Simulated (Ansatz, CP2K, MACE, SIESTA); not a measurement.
## Codes compared on liquid Al2O3 at 2363 K (110 atoms)

Wanted: errors and costs of other methods on liquid Al2O3 at 2363 K (110 atoms). A plane-wave run serves as the reference.

Method: Kohn-Sham DFT, PBE, PAW, plane waves, in Ansatz 0.2.0.

## Step 1: Set-up

The cell holds 110 atoms: 44 Al and 66 O. Its edges and angles: a = 10.829 Å, b = 10.829 Å, c = 10.829 Å, α = 90.0°, β = 90.0°, γ = 90.0°. 110 atoms (44 Al, 66 O) placed at random at 2.93 g/cm³, melted at 4500 K for 20 ps at fixed volume with the Morse and Coulomb pair potential with partial charges (Pedone, Malavasi, Menziani, Cormack and Segre, J. Phys. Chem. B 110, 11780 (2006)). Snapshot at the end of a hold of 20 ps at 2363 K and fixed volume. Then every atom was moved at random, 0.03 Å r.m.s. a Cartesian component.

## Step 2: Plane-wave reference

The PAW files are the set soft_2.

File input.yaml:

```yaml
crystal:
  lattice:
    - [10.8291, 0.0, 0.0]
    - [0.0, 10.8291, 0.0]
    - [0.0, 0.0, 10.8291]
  atoms:
    - { symbol: Al, position: [0.42561, 0.15489, 0.25193] }
    - { symbol: Al, position: [0.57965, 0.73694, 0.16753] }
    - { symbol: Al, position: [0.55378, 0.04399, 0.7089] }
    - { symbol: Al, position: [0.96023, 0.64092, 0.73588] }
    [... 100 atom lines left out ...]
    - { symbol: O, position: [0.22602, 0.82742, 0.4831] }
    - { symbol: O, position: [0.78128, 0.85792, 0.00432] }
    - { symbol: O, position: [0.68044, 0.50105, 0.53639] }
    - { symbol: O, position: [0.61556, 0.74046, 0.82659] }
    - { symbol: O, position: [0.5468, 0.06927, 0.5708] }
    - { symbol: O, position: [0.38326, 0.00216, 0.19436] }
kpoints:
  mp_grid: { grid: [1, 1, 1] }
hamiltonian:
  xc: pbe
scf:
  occupations: { method: fermi_dirac, width: 0.05 }
output:
  forces: true
  eigenvalues: true
```

Launch:

```
$ ansatz run input.yaml --threads 4 --pin off --max-ram 15872MiB --backend cpu --events-out ev --progress --plain --runs-dir out
```

Log:

```text
[...]
Pseudopotentials: kind: paw
Pseudopotential: Al, paw, valence charge 3, recommended cutoff 420 eV (normal), Al.paw.azcp
Pseudopotential: O, paw, valence charge 6, recommended cutoff 420 eV (normal), O.paw.azcp
[... 5 lines on functional and potentials left out ...]
Crystal: 110 atoms, lattice volume = 1269.922 Å³
Basis set: ecut = 420 eV, 24837 PW (Γ), exchange–correlation on 150×150×150 points (8 copies of the dense FFT grid, shifted against one another)
Bands: 374, of which v1, the nominal top of the filled ones, is band 264 counted from 1 (263 counted from 0)
Symmetry: 1 space group operations
Space group: P1 (ITA 1), of the structure as read, at distance tolerance 1.1e-4 Å
k-points: 1
[... 5 lines on functional and potentials left out ...]
Initial density: superposition of atomic densities (neutral atoms: chi_scale 0, normalization atom), corrected by the library's trained network
Initial wavefunctions: pseudopotential atomic-orbital guess
[...]
SCF iter   1: F=—  HF=-61194.716832 eV  |F-HF|=—  |Δ(HF+E_count)|=         —  Δρ=3.96e-3  dr2=2.72e-1  ethr=1.77e-3  ⟨swp⟩=6.0  Hψ=1674  notcnv=0  defer=36
preconditioner: auto → Resta (q_TF=auto, 2.357 Å⁻¹)  ε∞=3.7  [insulator: Δε(μ)=1.002 eV  Ē_g=14.461 eV  σ=0.050 eV  W_gap=1.00  n_scr=256 (ndim 8)  ℏωp=23.9 eV  f_vac=0.032  D(μ)=0.00/eV (n_scr^D=0)  ε∞_Penn≈3.7]
SCF iter   2: F=—  HF=-61194.678431 eV  |F-HF|=—  |Δ(HF+E_count)|=   3.84e-2  Δρ=2.20e-3  dr2=5.68e-2  ethr=5.15e-5  ⟨swp⟩=2.0  Hψ=636  notcnv=0  defer=103
SCF iter   3: F=—  HF=-61194.676913 eV  |F-HF|=—  |Δ(HF+E_count)|=   1.52e-3  Δρ=9.45e-4  dr2=1.90e-2  ethr=1.08e-5  ⟨swp⟩=2.0  Hψ=469  notcnv=0  defer=35
automatic band count: iteration 3 solves 306 bands in place of 374: the levels show a gap, and the empty bands left out lie too high to hold charge; the band table lists the bands solved (type scf.n_extra_bands for more)
SCF iter   4: F=—  HF=-61194.676526 eV  |F-HF|=—  |Δ(HF+E_count)|=   3.87e-4  Δρ=3.94e-4  dr2=1.97e-3  ethr=3.61e-6  ⟨swp⟩=2.0  Hψ=472  notcnv=0  defer=35
SCF iter   5: F=—  HF=-61194.676502 eV  |F-HF|=—  |Δ(HF+E_count)|=   2.40e-5  Δρ=2.11e-4  dr2=5.36e-4  ethr=3.73e-7  ⟨swp⟩=2.0  Hψ=521  notcnv=0  defer=35
[...]
SCF iter   9: F=—  HF=-61194.674419 eV  |F-HF|=—  |Δ(HF+E_count)|=   1.70e-6  Δρ=6.70e-6  dr2=5.79e-7  ethr=4.93e-10  ⟨swp⟩=2.0  Hψ=527  notcnv=0  defer=37
SCF iter  10: F=-61194.674419 eV  HF=-61194.674419 eV  |F-HF|=7.38e-8  |Δ(HF+E_count)|=   3.98e-7  Δρ=2.07e-6  dr2=7.03e-8  ethr=1.89e-11  ⟨swp⟩=11.0  Hψ=1423  notcnv=0
SCF 1 converged in 10 iterations: F = -61194.674419 eV  dr2 = 7.03e-8
[...]
SCF converged after 10 iterations
Free energy (F): -61194.674419 eV
Harris-Foulkes:  -61194.674419 eV  (|F-HF|=7.38e-8)
Internal energy: -61194.673079 eV  (E = F + TS)
E sigma→0 (E₀):  -61194.673749 eV
Entropy (-TS):   -0.001341 eV (-0.012 meV/atom)
Fermi energy:    6.590881 eV
--- Per-component energies (eV) ---
[...]
Σ components = -61194.674419   (vs F -61194.674419, Δ=0.00e0)
--- Forces (eV/Å), atoms counted from 1 ---
  atom   1  Al     0.23662389    -5.84520561     4.86131358
  atom   2  Al    -2.09016486     3.47248437     2.09468302
  atom   3  Al    -4.69643374    -0.54018506     5.22987449
  atom   4  Al     0.39569117     0.52523298     1.65964383
[...]
atom 110  O     -0.93073751     0.94057980     3.25644782
  max |Σ_I F_I| component: 3.35e-4 eV/Å
--- Band table (eV) ---
  k-point 0: bands = ["-14.9806", "-14.9109", "-14.5034", "-14.4198", [... 290 levels ...], "11.5627", "11.5933", "11.6364", "11.6607", "11.6865", "11.7825", "11.8684", "11.8857", "11.9643", "12.0216", "12.0440", "12.1570"]
```

It took 14 s on 4 threads of Arm Neoverse V1, shared host; peak memory 1.6 GiB.

Read from the output:

```
free energy                                      : -61194.6744 eV
free energy per atom                             : -556.3152 eV/atom
SCF cycles                                       : 10
r.m.s. force component                           : 2.702 eV/Å
longest force                                    : 16.86 eV/Å
Fermi energy                                     : 6.591 eV
gap (highest filled to lowest empty level) : 0.7099 eV
```

Neighbours are counted within 2.38 Å (O-Al).

Length of the force by element and coordination:

```tsv
element	coordination	atoms	mean length of the force (eV/Å)	spread	least	most
Al	all	44	4.41	2.89	0.851	16.9
Al	3	3	2.93	1.26	1.89	4.70
Al	4	26	4.68	2.45	0.851	10.7
Al	5	15	4.23	3.63	1.04	16.9
O	all	66	3.22	2.76	0.194	16.0
O	2	16	2.93	1.93	0.307	6.94
O	3	45	3.42	3.09	0.194	16.0
O	4	4	2.23	0.960	1.13	3.77
O	5	1	2.79	0	2.79	2.79
```

The levels nearest the highest filled one (over half full), pooled over k-points and spins:

```tsv
level less the highest filled one (eV)	occupation
-0.873	2
-0.829	2
-0.638	2
-0.575	2
-0.288	2
0	2.00
0.710	0.002
1.96	0
2.22	0
2.42	0
2.48	0
2.87	0
```

## Step 3: Local order

Density 2.93 g/cm³, 11.54 Å³ an atom.

Pair distribution functions g(r), in bins of 0.2 Å:

```tsv
r (Å)	total	O-O	O-Al	Al-Al
1.40	0.04	0.00	0.09	0.00
1.60	0.98	0.00	2.04	0.00
1.80	1.92	0.00	4.00	0.00
2.00	1.25	0.00	2.60	0.00
2.20	0.39	0.09	0.74	0.00
2.40	0.43	0.60	0.30	0.44
2.60	0.99	2.13	0.31	0.46
2.80	1.09	2.08	0.31	1.19
3.00	1.34	2.12	0.61	1.79
3.20	1.15	1.20	0.73	2.31
3.40	1.01	1.17	0.78	1.36
3.60	1.03	0.72	1.15	1.33
3.80	0.84	0.60	1.02	0.84
4.00	0.94	0.60	1.21	0.89
4.20	1.00	0.51	1.48	0.62
4.40	1.00	0.77	1.32	0.59
4.60	1.03	0.91	1.25	0.67
4.80	0.95	1.06	0.90	0.86
5.00	1.10	1.36	0.88	1.23
5.20	0.94	1.15	0.79	0.94
```

Bonds by pair of elements; cutoffs follow the first minimum of g(r), held within bounds set by covalent radii, and pairs that aren't listed don't count as bonded:

```tsv
pair A-B	cutoff (Å)	bonds	mean length (Å)	spread (Å)	shortest (Å)	B about A	A about B
O-Al	2.38	188	1.88	0.18	1.44	2.85	4.27
```

How many atoms have how many bonded neighbours:

```tsv
element	mean	2	3	4	5
Al	4.27	0	3	26	15
O	2.85	16	45	4	1
```

Oxygen atoms by the number of network formers (Si, P, Ge, B, Al, As, Ga) bound to them:

```tsv
network formers bound to O	O atoms	per cent
0	0	0
1	0	0
2	16	24.2
3	45	68.2
4	4	6.1
5	1	1.5
```

Network units: each former by its oxygen neighbours and how many of them bridge to another former:

```tsv
former	O neighbours	bridging O	atoms
Al	3	3	3
Al	4	4	26
Al	5	5	15
```

Rings of the network by King's shortest-path rule, up to 12 atoms, one path for each pair of neighbours; H, halogens, alkali and alkaline-earth atoms are left out, and the last column divides by all other atoms, bonded or not:

```tsv
ring size (atoms)	rings	per network atom
4	25	0.227
6	45	0.409
8	67	0.609
10	45	0.409
12	4	0.036
```

## Step 4: What was run beside it

The programs:
- CP2K 2026.2: Gaussian basis with GTH pseudopotentials and a plane-wave density; labels give functional, basis (MOLOPT sets; SR short-range, UZH the newer set with its own potentials), grid cutoff/relative cutoff and solver (OT: orbital transformation; TRS4, TC2, SIGN: linear-scaling purification with its sparsity filter), or its built-in tight binding.
- MACE: machine-learned potential, published weights.
- SIESTA 5.4.2: numerical atomic orbitals, whose automatically made sets are far from complete, with PseudoDojo norm-conserving potentials that we converted to its format (checked against plane waves on the same files for H, C, O, Si, Ge and Ca alone); labels give functional, basis size, energy shift and mesh cutoff.

All use the same cell and atoms; the electronic-structure runs use the same k-mesh, and an electronic temperature of 580 K (0.05 eV) where levels are smeared.

Differences are against the plane-wave reference, forces as r.m.s. over components; share is that over the reference's r.m.s. force, slope the least-squares factor from reference forces to these. Total energies of different programs have different zeros and aren't compared.

```tsv
run	Δ force, r.m.s. (meV/Å)	share (%)	slope	Δ gap (eV)	cores	CPU time	memory (GiB)
reference	-	-	-	-	4	55 s	1.6
CP2K PBE, DZVP-MOLOPT-SR, 450/40 Ry, OT DIIS	104	3.85	0.984	-0.111	4	8.5 min	2.4
CP2K PBE, SZV-MOLOPT-SR, 450/40 Ry, OT DIIS (coarse)	659	24.4	1.147	-0.596	4	6.9 min	2.0
MACE MP-0b2 small potential	175	6.48	0.978	-	4	9.5 s	0.68
SIESTA PBE, DZP, shift 0.01 Ry, mesh 350 Ry	270	9.98	1.075	-0.0756	4	10 min	2.7
SIESTA PBE, SZ, shift 0.02 Ry, mesh 350 Ry (coarse)	872	32.3	1.246	-	4	1.9 min	1.3
```

Rows marked coarse were listed beforehand as settings not expected to be converged; some can still land near the reference.

Times of the machine-learned potentials are mostly Python's start and the loading of weights.

CPU time is summed over cores on a shared host, where runs went side by side, so it is rough. Symmetry, cutoffs, thresholds, outputs and thread counts weren't matched or tuned between programs; memory under MPI is the largest rank's times the ranks.

Runs without a result: CP2K PBE, SZV-MOLOPT-SR, 450/40 Ry, TC2 filter 1e-06, SCF 1e-06 (cut off at its time limit of 2.4 min, the SCF not settling).

Mean charges by element (e), by run and scheme:

```tsv
run	scheme	Al	O
CP2K PBE, DZVP-MOLOPT-SR, 450/40 Ry, OT DIIS	Mulliken	+1.01	-0.68
CP2K PBE, DZVP-MOLOPT-SR, 450/40 Ry, OT DIIS	Hirshfeld	+0.51	-0.34
SIESTA PBE, DZP, shift 0.01 Ry, mesh 350 Ry	Hirshfeld	+0.39	-0.26
```

## Step 5: Results

```json
{
  "reference r.m.s. force component": "2.70 eV/Å",
  "nearest in forces": "CP2K PBE, DZVP-MOLOPT-SR, 450/40 Ry, OT DIIS, 3.9 %",
  "farthest in forces": "SIESTA PBE, SZ, shift 0.02 Ry, mesh 350 Ry (coarse), 32 %",
  "cheapest electronic-structure run beside the reference": "SIESTA PBE, SZ, shift 0.02 Ry, mesh 350 Ry, 1.9 min of CPU time"
}
```

In words: The PBE runs in local orbitals, coarse settings apart, differ by 3.9 % (CP2K PBE, DZVP-MOLOPT-SR, 450/40 Ry, OT DIIS) to 10.0 % (SIESTA PBE, DZP, shift 0.01 Ry, mesh 350 Ry); basis, grid and potentials can all enter. Machine-learned potentials differ by 6.5 % (MACE MP-0b2 small potential); they were trained on other programs' data. Runs with settings chosen to be coarse differ by 24 % (CP2K PBE, SZV-MOLOPT-SR, 450/40 Ry, OT DIIS) to 32 % (SIESTA PBE, SZ, shift 0.02 Ry, mesh 350 Ry), their programs' other errors included. None of the electronic-structure runs in the table takes under half the reference's CPU time of 55 s; they take 2.1 to 11 times as much. SIESTA PBE, SZ, shift 0.02 Ry, mesh 350 Ry stiffens the forces by a factor of 1.25 while following their directions (correlation 0.986); the slopes of the 2 SIESTA runs lie between 1.07 and 1.25. At the same functional, gaps differ from the reference's 0.710 eV by between -0.60 and -0.08 eV. Charges hang on scheme and program or settings: among these rows the mean for Al runs from +0.39 to +1.01 e. In the reference: filled and empty levels are parted by 0.710 eV (at Γ alone); a semilocal functional tends to put such gaps too low. In a disordered cell it changes from sample to sample and from frame to frame. In the reference: first main peaks of g(r), for some of the pairs, lie near 1.8 Å (O-Al) and 3.1 Å (Al-Al). The frame stands for 2363 K, but pressures are static and levels are smeared at 580 K. Machine-learned potentials mimic data converged in k, so the reference's own k-point error enters their differences. The network of bonds at the start is that of the classical potential that made the cell, and needn't be the one that DFT or experiment would give. The electronic-structure runs sample only Γ, in a cell whose shortest periodic width is 11 Å.

[Also dropped from logs without a mark: logging warnings of Python, and SIESTA's first energy breakdown and zero terms.]

[Logs are printed without paths, hosts, clocks, repeated set-up lines and the standing remarks that a program may print on its own settings, such as how far it seeks lower states.]

[Hosts, paths, dates, database ids (printed as entryN), source tags and the programs' standing remarks are cut or masked in the printed files.]
